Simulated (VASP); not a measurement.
Wanted: the native input for a VASP 6.6.1 run.

- Task: band structure
- Functional: PBE
- Potentials or basis: VASP PAW PBE potentials, release 64 (Fe, S)
- Cutoff: 520 eV
- k mesh: 6 × 6 × 6
- Occupations: gaussian, width 0.03 eV
- Spin: collinear spin, ferromagnetic start
- Starting moments: [4.0, 4.0, 4.0, 4.0, 0.0, 0.0, 0.0, 0.0, 0.0, 0.0, 0.0, 0.0] μB
- Hubbard terms: Fe d U = 4.0 eV
- Further INCAR settings: ALGO = Normal; EDIFF = 1e-06; NBANDS = 56; AMIX = 0.2; BMIX = 0.0001

The structure of FeS2 lies in POSCAR:

```
FeS2                                    
1.0
    5.9606506543      0.0000000000      0.0000000000
    0.0000000000      5.9606506543     -0.0000000000
    0.0000000000      0.0000000000      5.9606506543
  Fe              S             
     4     8
Direct
     0.0000000000000000    0.0000000000000000    0.0000000000000000
     0.5000000000000000    0.0000000000000000    0.5000000000000000
     0.5000000000000000    0.5000000000000000    0.0000000000000000
     0.0000000000000000    0.5000000000000000    0.5000000000000000
     0.3973614416948336    0.3973614416948336    0.3973614416948336
     0.1026385583051664    0.6026385583051663    0.8973614416948337
     0.8973614416948337    0.1026385583051664    0.6026385583051663
     0.6026385583051663    0.8973614416948337    0.1026385583051664
     0.6026385583051663    0.6026385583051663    0.6026385583051663
     0.8973614416948337    0.3973614416948336    0.1026385583051664
     0.1026385583051664    0.8973614416948337    0.3973614416948336
     0.3973614416948336    0.1026385583051664    0.8973614416948337
```

One way to write it, as run:

INCAR

```
SYSTEM = FeS2
PREC = Accurate
ENCUT = 520
EDIFF = 1E-6
ISMEAR = 0
SIGMA = 0.03
LREAL = .FALSE.
LASPH = .TRUE.
NELM = 150
ALGO = Normal
ISIF = 2
LWAVE = .FALSE.
LCHARG = .FALSE.
ISPIN = 2
MAGMOM = 4 4 4 4 0 0 0 0 0 0 0 0
LORBIT = 11
LMAXMIX = 4
LDAU = .TRUE.
LDAUTYPE = 2
LDAUL = 2 -1
LDAUU = 4 0
LDAUJ = 0 0
LDAUPRINT = 1
GGA = PE
NBANDS = 56
AMIX = 0.2
BMIX = 1E-4
AMIX_MAG = 0.8
BMIX_MAG = 1E-4
KPAR = 4
```

KPOINTS

```
regular mesh
0
G
  6 6 6
  0 0 0
```

KPOINTS_OPT

```
explicit points
61
Reciprocal
 0.0000000000  0.0000000000  0.0000000000 1
 0.0000000000  0.0555555556  0.0000000000 1
 0.0000000000  0.1111111111  0.0000000000 1
 0.0000000000  0.1666666667  0.0000000000 1
 0.0000000000  0.2222222222  0.0000000000 1
 0.0000000000  0.2777777778  0.0000000000 1
 0.0000000000  0.3333333333  0.0000000000 1
 0.0000000000  0.3888888889  0.0000000000 1
 0.0000000000  0.4444444444  0.0000000000 1
 0.0000000000  0.5000000000  0.0000000000 1
 0.0000000000  0.5000000000  0.0000000000 1
 0.0555555556  0.5000000000  0.0000000000 1
 0.1111111111  0.5000000000  0.0000000000 1
 0.1666666667  0.5000000000  0.0000000000 1
 0.2222222222  0.5000000000  0.0000000000 1
 0.2777777778  0.5000000000  0.0000000000 1
 0.3333333333  0.5000000000  0.0000000000 1
 0.3888888889  0.5000000000  0.0000000000 1
 0.4444444444  0.5000000000  0.0000000000 1
 0.5000000000  0.5000000000  0.0000000000 1
 0.5000000000  0.5000000000  0.0000000000 1
 0.4444444444  0.4444444444  0.0000000000 1
 0.3888888889  0.3888888889  0.0000000000 1
 0.3333333333  0.3333333333  0.0000000000 1
 0.2777777778  0.2777777778  0.0000000000 1
 0.2222222222  0.2222222222  0.0000000000 1
 0.1666666667  0.1666666667  0.0000000000 1
 0.1111111111  0.1111111111  0.0000000000 1
 0.0555555556  0.0555555556  0.0000000000 1
 0.0000000000  0.0000000000  0.0000000000 1
 0.0000000000  0.0000000000  0.0000000000 1
 0.0555555556  0.0555555556  0.0555555556 1
 0.1111111111  0.1111111111  0.1111111111 1
 0.1666666667  0.1666666667  0.1666666667 1
 0.2222222222  0.2222222222  0.2222222222 1
 0.2777777778  0.2777777778  0.2777777778 1
 0.3333333333  0.3333333333  0.3333333333 1
 0.3888888889  0.3888888889  0.3888888889 1
 0.4444444444  0.4444444444  0.4444444444 1
 0.5000000000  0.5000000000  0.5000000000 1
 0.5000000000  0.5000000000  0.5000000000 1
 0.4444444444  0.5000000000  0.4444444444 1
 0.3888888889  0.5000000000  0.3888888889 1
 0.3333333333  0.5000000000  0.3333333333 1
 0.2777777778  0.5000000000  0.2777777778 1
 0.2222222222  0.5000000000  0.2222222222 1
 0.1666666667  0.5000000000  0.1666666667 1
 0.1111111111  0.5000000000  0.1111111111 1
 0.0555555556  0.5000000000  0.0555555556 1
 0.0000000000  0.5000000000  0.0000000000 1
 0.5000000000  0.5000000000  0.0000000000 1
 0.5000000000  0.5000000000  0.0555555556 1
 0.5000000000  0.5000000000  0.1111111111 1
 0.5000000000  0.5000000000  0.1666666667 1
 0.5000000000  0.5000000000  0.2222222222 1
 0.5000000000  0.5000000000  0.2777777778 1
 0.5000000000  0.5000000000  0.3333333333 1
 0.5000000000  0.5000000000  0.3888888889 1
 0.5000000000  0.5000000000  0.4444444444 1
 0.5000000000  0.5000000000  0.5000000000 1
 0.0000000000  0.0000000000  0.0000000000 1
```

Potentials or basis: VASP PAW PBE potentials, release 64 (Fe, S).

Command:

```sh
$ cat potpaw_PBE.64/Fe/POTCAR potpaw_PBE.64/S/POTCAR > POTCAR
$ mpirun -np 4 vasp_std > vasp.out
```

Results of the run:

```yaml
Pressure: -0.6 GPa
Largest_force: 0.048 eV/Å
Band_gap_along_the_path: none (metal or under the smearing width)
Net_moment: 14.75 μB per cell
Site_moments: Fe +3.57; S +0.03 μB
Valence_electrons_inside_the_program's_atomic_spheres: Fe 6.73; S 3.67
```

Caveat: only a ferromagnetic start was run, and an antiferromagnetic order may lie lower in energy.

Run time: 6.4 min on 4 MPI ranks on Intel(R) Xeon(R) 6975P-C (Granite Rapids), with other jobs on the host, peak memory 0.82 GiB a rank.
